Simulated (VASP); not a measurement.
ZnS:

```
CELL_PARAMETERS angstrom
0.00000 2.70200 2.70200
2.70200 0.00000 2.70200
2.70200 2.70200 0.00000
ATOMIC_POSITIONS crystal
Zn 0.75000 0.75000 0.75000
S 0.00000 0.00000 0.00000
```

Base run:

```yaml
Program: VASP 6.6.1
Functional: PBE
Potentials_or_basis: VASP PAW PBE potentials, release 64 (Zn, S)
Cutoff: 520 eV
k_mesh: 9 × 9 × 9
Occupations: fermi-dirac, width 0.05 eV
Spin: no spin polarisation
```

Its results: band gap on the k mesh 2.11 eV, direct.

Q: The run is repeated on the same cell with these changes: functional from PBE to LAK. What comes out?

A: Band gap on the k mesh 3.17 eV, direct.

LAK gives the wider gap, since meta-GGAs in the generalised Kohn-Sham scheme recover part of the derivative discontinuity.

Not every run made on this cell is shown here.
